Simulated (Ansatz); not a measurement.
# Zr2COS MXene bilayer (AA) in a perpendicular field

Wanted: the out-of-plane response of the Zr2COS MXene bilayer (AA). A positive field points along +c.

Main program and level: Ansatz 0.2.0; plane-wave DFT, LDA, Ansatz PAW.

The raw output is cut from this account; settings, times and results stay.

## (1) The system as given

The cell holds 10 atoms: 2 S, 4 Zr, 2 C and 2 O. Cell: a = 3.289 Å, b = 3.289 Å, c = 59.223 Å, α = 90.0°, β = 90.0°, γ = 120.0°. Regions: layer 1: Zr2COS MXene, 5 atoms (1 S, 2 Zr, 1 C and 1 O); layer 2: Zr2COS MXene, 5 atoms (1 S, 2 Zr, 1 C and 1 O). Vacuum lies along c.

## (2) Relaxing the slab

The starting cell is a guess, so the in-plane lattice and the atoms are relaxed first, with the slab cut off from its images along the normal.

input.yaml reads:

```yaml
crystal:
  lattice:
    - [3.289, 0.0, 0.0]
    - [-1.6445, 2.848357553, 0.0]
    - [0.0, 0.0, 59.2232453272]
  atoms:
    - { symbol: S, position: [0.3333333333, 0.6666666667, 0.3807626528] }
    - { symbol: Zr, position: [0.6666666667, 0.3333333333, 0.4113654589] }
    - { symbol: C, position: [0.0, 0.0, 0.4332783373] }
    - { symbol: Zr, position: [0.3333333333, 0.6666666667, 0.4551912157] }
    - { symbol: O, position: [0.6666666667, 0.3333333333, 0.4750942389] }
    - { symbol: S, position: [0.3333333333, 0.6666666667, 0.5249057611] }
    - { symbol: Zr, position: [0.6666666667, 0.3333333333, 0.5555085672] }
    - { symbol: C, position: [0.0, 0.0, 0.5774214456] }
    - { symbol: Zr, position: [0.3333333333, 0.6666666667, 0.599334324] }
    - { symbol: O, position: [0.6666666667, 0.3333333333, 0.6192373472] }
  periodic: [true, true, false]
kpoints:
  mp_grid: { grid: [12, 12, 1] }
hamiltonian:
  xc: lda
scf:
  occupations: { method: fermi_dirac, width: 0.05 }
  convergence: { dr2_threshold: 1.0e-09 }
relax:
  f_tol: 0.004
  max_steps: 90
  cell: {}
output:
  write_potential: true
  write_density: true
  volumetric_format: npy
```

Command:

```console
> ansatz run input.yaml --threads 4 --pin off --max-ram 6144MiB --backend cpu --events-out ev --progress --plain --runs-dir out
```

Elapsed: 2.8 min, on 4 threads of Intel Xeon Platinum 8488C (Sapphire Rapids), shared host; peak memory 1.2 GiB.

The steps of the relaxation:

| step | energy less that of the first step (eV) | largest force component (eV/Å) | volume (Å³) |
| --- | --- | --- | --- |
| 1 | 0.0000 | 4.6787 | 554.82 |
| 2 | -1.2815 | 2.4194 | 556.81 |
| 3 | -1.3704 | 0.7838 | 585.37 |
| 4 | -1.5743 | 0.2403 | 569.13 |
| 5 | -1.6341 | 0.2718 | 566.88 |
| 6 | -1.6803 | 0.2820 | 568.59 |
| 7 | -1.6032 | 0.6735 | 583.30 |
| 8 | -1.6903 | 0.0930 | 571.04 |
| 9 | -1.6902 | 0.1032 | 572.07 |
| 10 | -1.6907 | 0.0071 | 571.85 |
| 11 | -1.6907 | 0.0014 | 571.87 |
| 12* | -1.7015 | 0.0030 | 571.87 |
| 13 | -1.7013 | 0.0038 | 572.29 |
| 14* | -1.7015 | 0.0038 | 572.29 |

Relaxation steps marked * repeat the geometry before them on a plane-wave basis chosen anew for their cell, so energy and pressure can jump there. Relaxation step 7 was tried and not accepted.

Forces are held to the 6 operations that the program found; a distortion that breaks them can't arise in this run.

| cell as run | before | after | change |
| --- | --- | --- | --- |
| a (Å) | 3.289 | 3.340 | +1.6 % |
| b (Å) | 3.289 | 3.340 | +1.6 % |

The atoms that moved most (Å, along periodic axes as changes of fractional coordinates times the final cell, across vacuum about the mean position):

| atom | dx | dy | dz | length |
| --- | --- | --- | --- | --- |
| O10 | 0.000 | 0.000 | -0.787 | 0.787 |
| S1 | 0.000 | 0.000 | 0.751 | 0.751 |
| Zr4 | 0.000 | 0.000 | 0.667 | 0.667 |
| C8 | 0.000 | 0.000 | -0.562 | 0.562 |
| Zr7 | 0.000 | 0.000 | -0.554 | 0.554 |
| Zr2 | 0.000 | 0.000 | 0.553 | 0.553 |
| C3 | 0.000 | 0.000 | 0.523 | 0.523 |
| Zr9 | 0.000 | 0.000 | -0.472 | 0.472 |

Final coordinates:

```cif
data_structure
_symmetry_space_group_name_H-M 'P 1'
_symmetry_Int_Tables_number 1
_cell_length_a 3.3404
_cell_length_b 3.3404
_cell_length_c 59.2232
_cell_angle_alpha 90.000
_cell_angle_beta 90.000
_cell_angle_gamma 120.000
_cell_volume 572.29
loop_
_atom_site_label
_atom_site_type_symbol
_atom_site_fract_x
_atom_site_fract_y
_atom_site_fract_z
_atom_site_occupancy
S1 S 0.33333 0.66667 0.39344 1
Zr2 Zr 0.66667 0.33333 0.42071 1
C3 C 0.00000 0.00000 0.44212 1
Zr4 Zr 0.33333 0.66667 0.46646 1
O5 O 0.66667 0.33333 0.47905 1
S6 S 0.33333 0.66667 0.51893 1
Zr7 Zr 0.66667 0.33333 0.54615 1
C8 C 0.00000 0.00000 0.56794 1
Zr9 Zr 0.33333 0.66667 0.59136 1
O10 O 0.66667 0.33333 0.60596 1
```

Numbers from this step:

```yaml
energy_at_zero_smearing: -19657.7498 eV
```

The lattice constant a goes from 3.289 to 3.340 Å.

## (3) Atoms held, field 0

A sawtooth potential applies the field, turning back in the middle of the vacuum. With the dipole correction the typed value is the field outside the slab. The induced dipole is small, so the SCF threshold is tight.

The cell differs from the one that the last finished run ended in (c 59.223 → 30.586 Å).

input.yaml reads:

```yaml
crystal:
  lattice:
    - [3.340399165, 0.0, 0.0]
    - [-1.6701995825, 2.8928705357, 0.0]
    - [0.0, 0.0, 30.5859266937]
  atoms:
    - { symbol: S, position: [0.3333333333, 0.6666666667, 0.2942529775] }
    - { symbol: Zr, position: [0.6666666667, 0.3333333333, 0.3470546228] }
    - { symbol: C, position: [0.0, 0.0, 0.3885087703] }
    - { symbol: Zr, position: [0.3333333333, 0.6666666667, 0.435643473] }
    - { symbol: O, position: [0.6666666667, 0.3333333333, 0.4600142747] }
    - { symbol: S, position: [0.3333333333, 0.6666666667, 0.5372360951] }
    - { symbol: Zr, position: [0.6666666667, 0.3333333333, 0.5899394764] }
    - { symbol: C, position: [0.0, 0.0, 0.6321342716] }
    - { symbol: Zr, position: [0.3333333333, 0.6666666667, 0.6774885532] }
    - { symbol: O, position: [0.6666666667, 0.3333333333, 0.7057470225] }
kpoints:
  mp_grid: { grid: [18, 18, 1] }
  band_path:
    path: [[0, 0, 0], [0.5, 0, 0], [0.33333333, 0.33333333, 0], [0, 0, 0]]
    npoints: 16
hamiltonian:
  xc: lda
scf:
  occupations: { method: fermi_dirac, width: 0.02585 }
  convergence: { dr2_threshold: 1.0e-10 }
efield:
  axis: 3
  dipole_correction: true
  ramp_position: 0.97
  ramp_width: 0.06
  amplitude: 0
output:
  dos: { projected: true, e_range: [-6, 5] }
  bader: true
  write_potential: true
  write_density: true
  volumetric_format: npy
  elf: true
```

Elapsed: 37 s, on 4 threads; peak memory 1.1 GiB; 2.4 min of CPU time.

Numbers from this step:

```
energy at zero smearing        : -19657.7448 eV
work function, upper face      : 4.816 eV
work function, lower face      : 6.688 eV
dipole along the normal        : 0.09997 e·Å
step between the vacuum levels : -1.872 eV
```

Running mean over a fixed 2.7 Å (it still follows the layers) of the planar mean; the ramp of the sawtooth is left out. Electron's electrostatic potential energy less the Fermi level against z:

z (Å), electron's electrostatic potential energy less the Fermi level (eV) and a bar from the least value:
```
        4        6.7 ##############################
        5        6.7 ##############################
        6        6.7 ##############################
        7        6.0 #############################
        8        1.9 ######################
        9       -3.2 #############
       10       -8.9 ###
       11       -9.2 ##
       12       -9.2 ##
       13      -10.6 
       14       -7.8 #####
       15       -2.9 #############
       16       -1.7 ###############
       17       -8.0 ####
       18       -9.6 ##
       19       -9.8 #
       20      -10.4 
       21       -9.6 ##
       22       -4.2 ###########
       23        2.8 #######################
       24        4.7 ###########################
       25        4.8 ###########################
       26        4.8 ###########################
       27        4.8 ###########################
```

The density of states has structure finer than the step of the table below, so its rows give means over 0.25 eV. Peaks (eV: height): -4.980: 16.1, -4.680: 12.5, -3.080: 16.0, -2.860: 13.0, -2.640: 18.0, -2.360: 15.5, -2.250: 13.1.

Table of density of states by energy, zero at the Fermi level; means over each step:

energy (eV), density of states (states/eV a cell) and a bar from the least value:
```
    -5.75        7.8 #####################
    -5.50        7.8 #####################
    -5.25        5.0 ############
    -5.00       10.5 ##############################
    -4.75        8.7 ########################
    -4.50        4.4 ##########
    -4.25        4.2 #########
    -4.00        4.3 ##########
    -3.75        4.4 ##########
    -3.50        3.4 #######
    -3.25        7.7 #####################
    -3.00        6.3 ################
    -2.75        9.3 ##########################
    -2.50        9.3 ##########################
    -2.25        9.5 ###########################
    -2.00        8.9 #########################
    -1.75        6.6 #################
    -1.50        4.1 #########
    -1.25        5.2 #############
    -1.00        6.2 ################
    -0.75        3.4 ######
    -0.50        3.0 #####
    -0.25        1.5 
     0.00        1.4 
     0.25        1.4 
     0.50        1.5 #
     0.75        2.9 #####
     1.00        2.8 #####
     1.25        2.9 #####
     1.50        4.1 #########
     1.75        2.8 #####
```

Projected DOS per atom over height of the atomic layer and energy from the Fermi level. Layers: S Zr C Zr O S Zr C Zr O from below.

Ten even steps from '_' (0.01 states/eV) to '@' (3.30 states/eV), each cell a mean:
```
______::____..__..__
__..__::____..__..__
__..__..____..__..__
__..________..__..__
____________..______
____________..______
::__________________
==__..____..________
++..::____--__..____
::__..____--__..____
::::--....==..::____
====++....::..::____
::::::____--==**....
::::::____--::--____
==::..__..--::--____
......____::....____
....______::..____::
________..________==
______::@@::..__..**
______::**..____::%%
______::++______--##
______::++______::--
```
Columns: height of the atomic layer (Å) from 9 to 21.6 (not evenly spaced); rows upwards: energy from the Fermi level (eV) from -5.96 to 1.96.

The electronic bands at the labelled points (eV, zero at the Fermi level):

| point | band 37 | band 38 | band 39 | band 40 | band 41 | band 42 | band 43 | band 44 |
| --- | --- | --- | --- | --- | --- | --- | --- | --- |
| Γ | 0.01 | 0.01 | 0.63 | 0.63 | 1.10 | 1.10 | 1.33 | 1.63 |
| halfway | -1.39 | -1.03 | -0.68 | -0.47 | 0.21 | 0.94 | 2.32 | 2.54 |
| M | -1.71 | -1.01 | -0.97 | -0.44 | -0.24 | 0.56 | 2.40 | 3.11 |
| halfway | -2.03 | -1.92 | -1.68 | -1.16 | 0.82 | 1.47 | 2.55 | 2.62 |
| K | -2.26 | -2.21 | -1.88 | -1.56 | 1.67 | 1.92 | 2.11 | 2.73 |
| halfway | -1.57 | -1.50 | -1.32 | -0.68 | 0.99 | 1.42 | 1.63 | 2.06 |
| Γ | 0.01 | 0.01 | 0.63 | 0.63 | 1.10 | 1.10 | 1.33 | 1.63 |

Valence density in the ca plane at fractional y = 0.333, with atoms of Zr and O within 0.2 Å of it. It is the smooth field of the valence electrons, not physical close to the nuclei.

Ten steps, logarithmic in the rise over the least value, from '0' (0.0 e/Å³) to '9' (6.2 e/Å³), each cell a mean:
```
00000000000000000123334666433333455421223345
00000000000000000012236888632224688631122357
00000000000000000011237888742224799842112368
00000000000000000012237888742224799741112358
00000000000000000122335787533223577531123346
00000000000000000123444454433333444321234434
00000000000000001234443333344444432112344443
00000000000000001234443323344445532112344443
00000000000000001234443333344334433211234433
```
Columns run along c (16.0 Å, from fractional 0.06 to 0.58 of the cell), rows up along a (3.3 Å). Atoms in or near the plane, at fractional coordinates: Zr at (0.35, 0.67), O at (0.46, 0.67).

Electrostatic potential energy in the ca plane at fractional y = 0.333, with atoms of Zr and O within 0.2 Å of it. With pseudopotentials it is smooth inside the atoms' cores, unlike the true potential.

Ten even steps from '0' (-46 eV) to '9' (9 eV), each cell a mean:
```
99999999999999999999987534789888878999999876
99999999999999999999974000478998623799999861
99999999999999999999872000278998400499999850
99999999999999999999973000278998511599999850
99999999999999999999986212588988756899999874
99999999999999999999888767889887788999998887
99999999999999999998888888888876678999988888
99999999999999999988888888988876678999988888
99999999999999999998888878888877778999988888
```
Columns run along c (16.0 Å, from fractional 0.06 to 0.58 of the cell; values clipped at the 3rd and 97th percentile), rows up along a (3.3 Å). Atoms in or near the plane, at fractional coordinates: Zr at (0.35, 0.67), O at (0.46, 0.67).

ELF in the ca plane at fractional y = 0.333, with atoms of Zr and O within 0.2 Å of it. It is the smooth field of the valence electrons, not physical close to the nuclei.

Values, 5 rows by 16 columns, each cell a mean:
```
0.08 0.34 0.32 0.63 0.31 0.20 0.52 0.59 0.15 0.34 0.51 0.47 0.27 0.25 0.71 0.49
0.01 0.09 0.35 0.50 0.39 0.16 0.65 0.71 0.09 0.11 0.56 0.58 0.11 0.46 0.63 0.64
0.08 0.34 0.32 0.65 0.30 0.19 0.54 0.60 0.15 0.33 0.53 0.48 0.25 0.26 0.72 0.50
0.33 0.72 0.59 0.19 0.56 0.33 0.22 0.12 0.45 0.74 0.28 0.36 0.53 0.23 0.18 0.11
0.34 0.74 0.60 0.19 0.58 0.33 0.20 0.10 0.46 0.75 0.28 0.37 0.53 0.22 0.15 0.09
```
Columns run along c (16.0 Å, from fractional 0.24 to 0.76 of the cell), rows up along a (3.3 Å). Atoms in or near the plane, at fractional coordinates: Zr at (0.35, 0.67), O at (0.46, 0.67), Zr at (0.59, 0.67), O at (0.71, 0.67).

The work function of the upper face is 4.82 eV.

## (4) Atoms held, field 0.1 V/Å

input.yaml, as its differences from that of step 3:

```diff
@@ -31,6 +31,4 @@
   ramp_width: 0.06
-  amplitude: 0
+  amplitude: 0.1
 output:
-  dos: { projected: true, e_range: [-6, 5] }
-  bader: true
   write_potential: true
@@ -38,2 +36 @@
   volumetric_format: npy
-  elf: true
```

Elapsed: 24 s, on 4 threads; peak memory 1 GiB.

The dipole is 0.174 e·Å, 0.0738 e·Å from its value without field.

## (5) Atoms held, field -0.1 V/Å

input.yaml, as its differences from that of step 4:

```diff
@@ -31,3 +31,3 @@
   ramp_width: 0.06
-  amplitude: 0.1
+  amplitude: -0.1
 output:
```

It took 25 s on 4 threads; peak memory 1 GiB.

The dipole is 0.0263 e·Å, -0.0737 e·Å from its value without field.

## (6) Single point, field 0.5 V/Å

input.yaml, as its differences from that of step 5:

```diff
@@ -31,3 +31,3 @@
   ramp_width: 0.06
-  amplitude: -0.1
+  amplitude: 0.5
 output:
```

The job ended after 22 s (4 threads; peak memory 1 GiB; 86 s of CPU time).

The dipole is 0.473 e·Å, 0.373 e·Å from its value without field.

## (7) Atoms held, field -0.3 V/Å

input.yaml, as its differences from that of step 6:

```diff
@@ -31,4 +31,6 @@
   ramp_width: 0.06
-  amplitude: 0.5
+  amplitude: -0.3
 output:
+  dos: { projected: true, e_range: [-6, 5] }
+  bader: true
   write_potential: true
@@ -36 +38,2 @@
   volumetric_format: npy
+  elf: true
```

Elapsed: 43 s, on 4 threads; peak memory 1.1 GiB; 2.8 min of CPU time.

The dipole is -0.123 e·Å, -0.223 e·Å from its value without field.

## (8) Response, atoms held

This step: plane-wave DFT, LDA, Ansatz PAW; response to a field along the normal, atoms held (Ansatz 0.2.0).

The dipoles give the slope, and the difference of two potentials shows where the field is screened.

This step gave:

```yaml
equivalent_conductor_thickness_p_eps_0ae: 13.81 Å
distance_between_the_outer_atoms: 12.59 Å
```

The dipole of the cell by applied field:

| applied field (V/Å) | dipole of the cell (e·Å) |
| --- | --- |
| -0.300 | -0.123 |
| -0.100 | 0.0263 |
| 0.000 | 0.1000 |
| 0.100 | 0.174 |
| 0.500 | 0.473 |

Local field over the applied field, running mean. From the potentials at -0.1 and 0.1 V/Å; running mean over 2.5 Å. The local field over applied field by z:

| z (Å) | local field over applied field |
| --- | --- |
| 5 | 0.998 |
| 6 | 0.977 |
| 7 | 0.837 |
| 8 | 0.506 |
| 9 | 0.163 |
| 10 | 0.0297 |
| 11 | 0.0223 |
| 12 | 0.0219 |
| 13 | 0.0232 |
| 14 | 0.0624 |
| 15 | 0.0756 |
| 16 | 0.0469 |
| 17 | 0.0194 |
| 18 | 0.0173 |
| 19 | 0.0254 |
| 20 | 0.0491 |
| 21 | 0.159 |
| 22 | 0.437 |
| 23 | 0.766 |
| 24 | 0.959 |
| 25 | 0.996 |
| 26 | 1.000 |

(Continued in part 2 of 2.)

[Long decimals in the printed logs are rounded to 6 places.]

[Logs are printed without paths, hosts, clocks, repeated set-up lines and the standing remarks that a program may print on its own settings, such as how far it seeks lower states.]

[Hosts, paths, dates, database ids (printed as entryN), source tags and the programs' standing remarks are cut or masked in the printed files.]

[Maps of the electrostatic potential energy from Ansatz leave out the sawtooth potential of an applied field or a dipole correction, so their vacuum need not be flat; planar profiles and work functions include it.]

[The density of states shown here was stored with 400 of the rows of the run's finer table, so its peaks can read low, often by over a quarter, or be missed, and its means over a window can be off by a tenth or more.]
